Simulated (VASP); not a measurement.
# InPd (P1) in VASP: further runs

Aim: see how the results for InPd move with the level of theory and the settings. Levels: r2SCAN, revTPSS, r2SCAN+D4. Tasks: relaxation of cell and atoms.

Everything below comes from runs of VASP 6.6.1. Logs are shortened: lines on timing, memory, paths and dates and some standing lists are left out, and cuts for length are marked.

**1. The cell of the first run**

The typed cell holds 2 atoms: a = 3.272 Å, b = 3.272 Å, c = 3.272 Å, α = 90.00°, β = 90.00°, γ = 90.00°.

The cell comes from a database or a generator and needn't be the stable form of this composition.

**2. Relaxation of cell and atoms, r2SCAN (all atoms moved at random, sigma 0.05 Å a component)**

INCAR reads:

```
PREC = Accurate ; ENCUT = 600
EDIFF = 1E-6 ; ISMEAR = 1
SIGMA = 0.1 ; LREAL = F
LASPH = T ; NELM = 60
ALGO = Normal ; ISIF = 3
LWAVE = F ; LCHARG = F
METAGGA = R2SCAN ; LMIXTAU = T
IBRION = 2 ; NSW = 40
EDIFFG = -0.01
```

KPOINTS reads:

```
Automatic mesh
0
Gamma
  6 6 6
```

POSCAR reads:

```
InPd
1.0
    3.2718847800      0.0000000000      0.0000000000
    0.0000000000      3.2718847800      0.0000000000
    0.0000000000      0.0000000000      3.2718847800
In Pd
1 1
Direct
    0.0030778300      0.0016571500      0.0060647600
    0.4969221700      0.4983428500      0.4939352400
```

Potentials or basis: VASP PAW PBE potentials, release 64 (In_d, Pd).

Started as:

```sh
cat potpaw_PBE.64/In_d/POTCAR potpaw_PBE.64/Pd/POTCAR > POTCAR
mpirun -np 1 vasp_std > vasp.out
```

OUTCAR:

```text
PREC = Accurate
   ENCUT = 600
   EDIFF = 1E-6
   ISMEAR = 1
   LREAL = F
   LASPH = T
   NELM = 60
   ISIF = 3
   METAGGA = R2SCAN
   IBRION = 2
   NSW = 40
   EDIFFG = -0.01

 ion  position               nearest neighbor table
   1  0.003  0.002  0.006-   2 2.79   2 2.81   2 2.82   2 2.83   2 2.84   2 2.85   2 2.86   2 2.87

   2  0.497  0.498  0.494-   1 2.79   1 2.81   1 2.82   1 2.83   1 2.84   1 2.85   1 2.86   1 2.87

  LATTYP: Found a simple cubic cell.
 ALAT       =     3.2718847800

  Lattice vectors:

 A1 = (   3.2718847800,   0.0000000000,   0.0000000000)
 A2 = (   0.0000000000,   3.2718847800,   0.0000000000)
 A3 = (   0.0000000000,   0.0000000000,   3.2718847800)

Analysis of symmetry for initial positions (statically):
=====================================================================
 Subroutine PRICEL returns:
 Original cell was already a primitive cell.

 Routine SETGRP: Setting up the symmetry group for a
 simple cubic supercell.

 Subroutine GETGRP returns: Found  1 space group operations
 (whereof  1 operations were pure point group operations)
 out of a pool of 48 trial point group operations.

The static configuration has the point symmetry C_1 .

Analysis of symmetry for dynamics (positions and initial velocities):
=====================================================================
 Subroutine PRICEL returns:
 Original cell was already a primitive cell.

 Routine SETGRP: Setting up the symmetry group for a
 simple cubic supercell.

 Subroutine GETGRP returns: Found  1 space group operations
 (whereof  1 operations were pure point group operations)
 out of a pool of 48 trial point group operations.

The dynamic configuration has the point symmetry C_1 .

 Subroutine INISYM returns: Found  1 space group operations
 (whereof  1 operations are pure point group operations),
 and found     1 'primitive' translations

----------------------------------------------------------------------------------------

                                     Primitive cell

  volume of cell :      35.0263

  direct lattice vectors                    reciprocal lattice vectors
     3.271884780  0.000000000  0.000000000     0.305634234  0.000000000  0.000000000
     0.000000000  3.271884780  0.000000000     0.000000000  0.305634234  0.000000000
     0.000000000  0.000000000  3.271884780     0.000000000  0.000000000  0.305634234

  length of vectors
     3.271884780  3.271884780  3.271884780     0.305634234  0.305634234  0.305634234

  position of ions in fractional coordinates (direct lattice)
     0.003077830  0.001657150  0.006064760
     0.496922170  0.498342850  0.493935240

  ion indices of the primitive-cell ions
   primitive index   ion index
                 1           1
                 2           2

----------------------------------------------------------------------------------------

 KPOINTS: Automatic mesh

Automatic generation of k-mesh.
 Grid dimensions read from file:
 generate k-points for:    6    6    6

 Generating k-lattice:

  Cartesian coordinates                     Fractional coordinates (reciprocal lattice)
     0.050939039  0.000000000  0.000000000     0.166666667  0.000000000  0.000000000
     0.000000000  0.050939039  0.000000000     0.000000000  0.166666667  0.000000000
     0.000000000  0.000000000  0.050939039     0.000000000  0.000000000  0.166666667

  Length of vectors
     0.050939039  0.050939039  0.050939039

  Shift w.r.t. Gamma in fractional coordinates (k-lattice)
     0.000000000  0.000000000  0.000000000

 Subroutine IBZKPT returns following result:
 ===========================================

 Found    112 irreducible k-points:

 Following reciprocal coordinates:
            Coordinates               Weight
  0.000000  0.000000  0.000000      1.000000
  0.166667  0.000000  0.000000      2.000000
  0.000000  0.166667  0.000000      2.000000
  0.000000  0.000000  0.166667      2.000000
  0.333333  0.000000  0.000000      2.000000
  0.000000  0.333333  0.000000      2.000000
[... 16 lines left out ...]
  0.000000 -0.333333  0.166667      2.000000
 -0.166667  0.000000  0.333333      2.000000
 [... further k-points ...]
   k-points           NKPTS =    112   k-points in BZ     NKDIM =    112   number of bands    NBANDS=     15
   number of dos      NEDOS =    301   number of ions     NIONS =      2
   total plane-waves  NPLWV =  21952
   dimension x,y,z NGX =    28 NGY =   28 NGZ =   28
   dimension x,y,z NGXF=    56 NGYF=   56 NGZF=   56
   ions per type =               1   1
   NGX,Y,Z   is equivalent  to a cutoff of  14.23, 14.23, 14.23 a.u.
   NGXF,Y,Z  is equivalent  to a cutoff of  28.45, 28.45, 28.45 a.u.
 SYSTEM =  unknown system
   PREC   = accura    normal or accurate (medium, high low for compatibility)
   ISTART =      0    job   : 0-new  1-cont  2-samecut
   ICHARG =      2    charge: 1-file 2-atom 10-const
   ISPIN  =      1    spin polarized calculation?
[... 57 lines left out ...]

------------------------ aborting loop because EDIFF is reached ----------------------------------------

  FORCE on cell =-STRESS in cart. coord.  units (eV):
  Direction    XX          YY          ZZ          XY          YZ          ZX
  --------------------------------------------------------------------------------------
  -------------------------------------------------------------------------------------
  Total        0.0785387      0.0806840      0.0702394      0.0052109      0.0102388      0.0189865
  in kB        3.5925297      3.6906615      3.2129008      0.2383572      0.4683435      0.8684833
  external PRESSURE =       3.4986973 kB  Pullay stress =       0.0000000 kB

 VOLUME and BASIS-vectors are now :
 -----------------------------------------------------------------------------
  energy-cutoff  :      600.00
  volume of cell :       35.03
      direct lattice vectors                 reciprocal lattice vectors
     3.271884780  0.000000000  0.000000000     0.305634234  0.000000000  0.000000000
     0.000000000  3.271884780  0.000000000     0.000000000  0.305634234  0.000000000
     0.000000000  0.000000000  3.271884780     0.000000000  0.000000000  0.305634234
[... 253 lines left out ...]
 POSITION                                       TOTAL-FORCE (eV/Angst)
 -----------------------------------------------------------------------------------
      3.27834      3.27743      3.27727         0.006052      0.003271      0.011582
      1.64037      1.63937      1.64089        -0.006052     -0.003271     -0.011582
 -----------------------------------------------------------------------------------
    total drift:                               -0.000026     -0.000006     -0.000084

  FREE ENERGIE OF THE ION-ELECTRON SYSTEM (eV)
  ---------------------------------------------------
  free  energy   TOTEN  =       -46.6086145815 eV

  energy  without entropy=      -46.6097554399  energy(sigma->0) =      -46.60899487

--------------------------------------- Ionic step        9  -------------------------------------------

 number of electron      23.0000010 magnetization

 Free energy of the ion-electron system (eV)
  ---------------------------------------------------
  ext. energy  EPLUGINS =         0.00000000
  ---------------------------------------------------
  free energy    TOTEN  =       -46.60864617 eV

  energy without entropy =      -46.60978558  energy(sigma->0) =      -46.60902597

 E-fermi :  10.4607     XC(G=0): -13.2350

 val. band max:       10.2903766746   @ k =   0.3333   0.0000   0.3333
 cond. band min:      10.5155407061   @ k =   0.3333   0.5000   0.3333
 fundamental gap:      0.2251640315
 Fermi energy:        10.4606644654

 k-point     1 :       0.0000    0.0000    0.0000
  band No.  band energies     occupation
      1      -5.1549      2.00000
      2      -5.1545      2.00000
      3      -4.7332      2.00000
      4      -4.7324      2.00000
      5      -4.7315      2.00000
      6      -0.0563      2.00000
      7       6.3569      2.00000
      8       6.3571      2.00000
      9       7.9647      2.00000
     10       7.9664      2.00000
     11       7.9677      2.00000
     12      14.8786      0.00000
     13      14.8794      0.00000
     14      14.8924      0.00000
     15      20.4768      0.00000
[... 397 lines left out ...]
 k-point    24 :      -0.1667    0.0000    0.3333
  band No.  band energies     occupation
      1      -5.0533      2.00000
      2      -4.8741      2.00000
      3      -4.8331      2.00000
      4      -4.8219      2.00000
      5      -4.7469      2.00000
      6       2.1532      2.00000
      7       5.9590      2.00000
      8       6.5527      2.00000
      9       7.1297      2.00000
     10       7.2502      2.00000
     11       7.8021      2.00000
     12      10.1627      2.00021
     13      14.8870      0.00000
     14      18.4210      0.00000
     15      20.0474      0.00000

 [... further k-points ...]

------------------------ aborting loop because EDIFF is reached ----------------------------------------

  FORCE on cell =-STRESS in cart. coord.  units (eV):
  Direction    XX          YY          ZZ          XY          YZ          ZX
  --------------------------------------------------------------------------------------
  -------------------------------------------------------------------------------------
  Total       -0.0083930     -0.0104625      0.0004186     -0.0047169     -0.0080138     -0.0142602
  in kB       -0.3832652     -0.4777685      0.0191146     -0.2153957     -0.3659487     -0.6511897
  external PRESSURE =      -0.2806397 kB  Pullay stress =       0.0000000 kB

 VOLUME and BASIS-vectors are now :
 -----------------------------------------------------------------------------
  energy-cutoff  :      600.00
  volume of cell :       35.09
      direct lattice vectors                 reciprocal lattice vectors
     3.273957816  0.000748204  0.002937803     0.305440972 -0.000069671 -0.000274088
     0.000748246  3.274211717  0.001560964    -0.000069667  0.305417110 -0.000145569
     0.002937418  0.001560674  3.273034460    -0.000274124 -0.000145596  0.305527193

 POSITION                                       TOTAL-FORCE (eV/Angst)
 -----------------------------------------------------------------------------------
      3.27720      3.27628      3.27673         0.003385      0.001832      0.006354
      1.63926      1.63850      1.63957        -0.003385     -0.001832     -0.006354
 -----------------------------------------------------------------------------------
    total drift:                               -0.000537     -0.000318     -0.000868

  FREE ENERGIE OF THE ION-ELECTRON SYSTEM (eV)
  ---------------------------------------------------
  free  energy   TOTEN  =       -46.6086461713 eV

  energy  without entropy=      -46.6097855764  energy(sigma->0) =      -46.60902597

 reached required accuracy - stopping structural energy minimisation
```

Wall time 12 min (1 thread of Intel Xeon Platinum 8488C (Sapphire Rapids), shared host); peak memory 0.24 GiB.

Results:

```yaml
Free_energy: -46.6086 eV
Relaxed_volume: 17.54 Å³/atom
Relaxed_cell: a = 3.274 Å, b = 3.274 Å, c = 3.273 Å, α = 89.95°, β = 89.90°, γ = 89.97°
Space_group_after_relaxing_to_0.05_Å: Pm-3m (No. 221)
Energy_gained_by_relaxing: 2.1 meV/atom
Ionic_steps: 9
Pressure_after_relaxing: 0.0 GPa
Largest_force_after_relaxing: 0.007 eV/Å
Band_gap_on_the_k_mesh: none (metal or under the smearing width)
```

Forces on the atoms (eV/Å):
```
In   0.003  0.002  0.006
Pd  -0.003 -0.002 -0.006
```

Stress tensor (GPa, compression positive):
```
-0.04 -0.02 -0.07
-0.02 -0.05 -0.04
-0.07 -0.04  0.00
```

Step by step:
```csv
step,energy change (eV),largest force (eV/Å),pressure (GPa),volume (Å³)
1,0.0000,0.1841,0.35,35.03
2,-0.0025,0.1087,-0.49,35.22
3,-0.0028,0.0583,-1.03,35.36
4,-0.0041,0.0091,-0.40,35.19
5,-0.0042,0.0103,-0.18,35.12
6,-0.0042,0.0123,-0.20,35.11
7,-0.0042,0.0165,-0.05,35.10
8,-0.0042,0.0135,-0.11,35.11
9,-0.0042,0.0074,-0.03,35.09
```

Final structure:
```yaml
crystal:
  lattice:
    - [3.27396, 0.00075, 0.00294]
    - [0.00075, 3.27421, 0.00156]
    - [0.00294, 0.00156, 3.27303]
  atoms:
    - { symbol: In, position: [0.99987, 0.99993, 0.99975] }
    - { symbol: Pd, position: [0.50013, 0.50007, 0.50025] }
```

Caveat: the PAW data sets were made with another functional, which shifts forces and pressure a little.

**3. Relaxation of cell and atoms, revTPSS (all atoms moved at random, sigma 0.05 Å a component)**

INCAR reads:

```
PREC     = Accurate       # precision mode
ENCUT    = 600            # plane-wave cutoff, eV
EDIFF    = 1E-6           # SCF threshold, eV
ISMEAR   = 1              # smearing method
SIGMA    = 0.1            # smearing width, eV
LREAL    = False          # projectors in reciprocal space
LASPH    = True           # aspherical terms in the spheres
NELM     = 60             # most SCF steps
ALGO     = Normal         # electronic algorithm
ISIF     = 3              # what is computed and relaxed
LWAVE    = False          # write WAVECAR
LCHARG   = False          # write CHGCAR
METAGGA  = RTPSS          # meta-GGA
LMIXTAU  = True         
IBRION   = 2              # ionic algorithm
NSW      = 60             # ionic steps
EDIFFG   = -0.01          # ionic threshold
```

KPOINTS reads:

```
regular mesh
0
Gamma
  6 6 6
```

POSCAR is that of step 2.

Potentials or basis: VASP PAW PBE potentials, release 64 (In_d, Pd).

Started as:

```sh
cat potpaw_PBE.64/In_d/POTCAR potpaw_PBE.64/Pd/POTCAR > POTCAR
mpirun -np 1 vasp_std > vasp.out
```

Run time: 9.6 min. Hardware: 1 thread of Intel Xeon Platinum 8488C (Sapphire Rapids), shared host; peak memory 0.23 GiB.

It converged, with:

```
Free energy                            : 23.1347 eV
Relaxed volume                         : 17.16 Å³/atom
Relaxed cell                           : a = 3.250 Å, b = 3.250 Å, c = 3.249 Å, α = 89.95°, β = 89.91°, γ = 89.98°
Space group after relaxing (to 0.05 Å) : Pm-3m (No. 221)
Energy gained by relaxing              : 5.3 meV/atom
Ionic steps                            : 6
Pressure after relaxing                : 0.0 GPa
Largest force after relaxing           : 0.004 eV/Å
Band gap on the k mesh                 : none (metal or under the smearing width)
```

Forces in eV/Å, atoms in the order of the input:
```
In   0.002  0.001  0.003
Pd  -0.002 -0.001 -0.003
```

Stress tensor (GPa, compression positive):
```
-0.01 -0.02 -0.07
-0.02 -0.01 -0.04
-0.07 -0.04  0.03
```

Step by step:
```tsv
step	energy change (eV)	largest force (eV/Å)	pressure (GPa)	volume (Å³)
1	0.0000	0.2031	-2.59	35.03
2	-0.0014	0.1408	3.34	33.61
3	-0.0074	0.1748	0.39	34.27
4	-0.0098	0.0880	0.23	34.29
5	-0.0105	0.0107	0.08	34.32
6	-0.0105	0.0039	0.00	34.32
```

Final structure:
```yaml
crystal:
  lattice:
    - [3.25005, 0.00066, 0.00246]
    - [0.00066, 3.25031, 0.00132]
    - [0.00246, 0.00132, 3.24898]
  atoms:
    - { symbol: In, position: [0.99998, 0.99999, 0.99996] }
    - { symbol: Pd, position: [0.50002, 0.50001, 0.50004] }
```

Levels at points of the mesh, in eV from the Fermi level:
| k point | band 9 | band 10 | band 11 | band 12 | band 13 | band 14 | band 15 |
| --- | --- | --- | --- | --- | --- | --- | --- |
| (0.00, 0.00, 0.00) | -2.42 | -2.41 | -2.41 | 4.23 | 4.23 | 4.24 | 9.84 |
| (0.50, 0.00, 0.00) | -3.44 | -3.44 | -2.49 | -1.23 | 9.74 | 9.76 | 9.77 |
| (0.00, 0.50, 0.00) | -3.44 | -3.44 | -2.49 | -1.23 | 9.74 | 9.76 | 9.77 |
| (0.00, 0.00, 0.50) | -3.44 | -3.44 | -2.49 | -1.22 | 9.74 | 9.76 | 9.76 |
| (0.50, 0.50, 0.00) | -2.84 | -2.52 | -2.52 | -1.85 | 1.56 | 2.50 | 9.71 |
| (0.00, 0.50, 0.50) | -2.84 | -2.52 | -2.51 | -1.85 | 1.56 | 2.50 | 9.71 |
| (0.50, 0.00, 0.50) | -2.84 | -2.53 | -2.51 | -1.85 | 1.56 | 2.50 | 9.71 |
| (0.50, 0.50, 0.50) | -1.81 | -1.80 | 0.12 | 3.66 | 3.68 | 3.69 | 4.39 |

Caveat: the PAW data sets were made with another functional, which shifts forces and pressure a little.

**4. Relaxation of cell and atoms, r2SCAN+D4 (all atoms moved at random, sigma 0.05 Å a component)**

INCAR reads:

```
ALGO = Normal ; EDIFF = 1E-6
EDIFFG = -0.005 ; ENCUT = 600
IBRION = 2 ; ISIF = 3
ISMEAR = 1 ; IVDW = 13
LASPH = True ; LCHARG = False
LMIXTAU = True ; LREAL = False
LWAVE = False ; METAGGA = R2SCAN
NELM = 100 ; NSW = 60
PREC = Accurate ; SIGMA = 0.1
VDW_A1 = 0.51559235 ; VDW_A2 = 5.77342911
VDW_S6 = 1.0 ; VDW_S8 = 0.6018749
```

KPOINTS reads:

```
k-points
0
Gamma
  6 6 6
```

POSCAR is that of step 3.

Started as:

```sh
cat potpaw_PBE.64/In_d/POTCAR potpaw_PBE.64/Pd/POTCAR > POTCAR
mpirun -np 1 vasp_std > vasp.out
```

Wall time 11 min (1 thread of Intel Xeon Platinum 8488C (Sapphire Rapids), shared host); peak memory 0.23 GiB.

It converged, with:

| Property | Result |
| --- | --- |
| Free energy | -46.9224 eV |
| Relaxed volume | 17.37 Å³/atom |
| Relaxed cell | a = 3.263 Å, b = 3.264 Å, c = 3.263 Å, α = 89.96°, β = 89.92°, γ = 89.98° |
| Space group after relaxing (to 0.05 Å) | Pm-3m (No. 221) |
| Energy gained by relaxing | 2.6 meV/atom |
| Ionic steps | 9 |
| Pressure after relaxing | 0.0 GPa |
| Band gap on the k mesh | none (metal or under the smearing width) |
| Dispersion energy per atom | -0.158 eV |

Forces in eV/Å, atoms in the order of the input:
```
In  -0.001 -0.001 -0.002
Pd   0.001  0.001  0.002
```

Step by step:
| step | energy change (eV) | largest force (eV/Å) | pressure (GPa) | volume (Å³) |
| --- | --- | --- | --- | --- |
| 1 | 0.0000 | 0.1841 | -0.93 | 35.03 |
| 2 | -0.0028 | 0.1218 | 1.01 | 34.51 |
| 3 | -0.0028 | 0.1292 | 0.77 | 34.58 |
| 4 | -0.0050 | 0.0342 | 0.28 | 34.69 |
| 5 | -0.0051 | 0.0117 | 0.07 | 34.74 |
| 6 | -0.0051 | 0.0035 | 0.09 | 34.73 |
| 7 | -0.0051 | 0.0019 | 0.08 | 34.73 |
| 8 | -0.0051 | 0.0047 | -0.04 | 34.77 |
| 9 | -0.0051 | 0.0028 | 0.04 | 34.75 |

Final structure:
```
CELL_PARAMETERS angstrom
3.26341 0.00057 0.00226
0.00057 3.26359 0.00120
0.00226 0.00120 3.26275
ATOMIC_POSITIONS crystal
In 0.00005 0.00002 0.00009
Pd 0.49995 0.49998 0.49991
```

Levels at points of the mesh, in eV from the Fermi level:
```tsv
k point	band 10	band 11	band 12	band 13	band 14	band 15
(0.00, 0.00, 0.00)	-2.52	-2.52	4.44	4.44	4.45	10.15
(0.50, 0.00, 0.00)	-3.54	-2.59	-1.30	10.09	10.10	10.15
(0.00, 0.50, 0.00)	-3.54	-2.59	-1.30	10.09	10.10	10.15
(0.00, 0.00, 0.50)	-3.55	-2.59	-1.30	10.09	10.09	10.15
(0.50, 0.50, 0.00)	-2.54	-2.54	-1.94	1.57	2.55	10.09
(0.00, 0.50, 0.50)	-2.54	-2.53	-1.94	1.57	2.55	10.09
(0.50, 0.00, 0.50)	-2.55	-2.53	-1.94	1.57	2.55	10.09
(0.50, 0.50, 0.50)	-1.89	0.21	3.87	3.89	3.90	4.52
```

Caveat: the PAW data sets were made with another functional, which shifts forces and pressure a little; pairwise dispersion overbinds metals, which lowers pressure and volume.

**5. Overview**

```tsv
level	gap on the mesh (eV)	pressure (GPa)	relaxed volume (Å³/atom)
r2SCAN	none	0.0	17.54
revTPSS	none	0.0	17.16
r2SCAN+D4	none	0.0	17.37
```

Alike in all rows: task relaxation of cell and atoms; potentials or basis VASP PAW PBE potentials, release 64 (In_d, Pd); no spin polarisation; cell relaxed from: all atoms moved at random, sigma 0.05 Å a component; k mesh 6 × 6 × 6; cutoff (eV) 600; smearing methfessel-paxton 0.1 eV.

Caveats: the PAW data sets were made with another functional, which shifts forces and pressure a little; pairwise dispersion overbinds metals, which lowers pressure and volume (some runs).

Absolute energies hang on the potentials; compare differences alone.
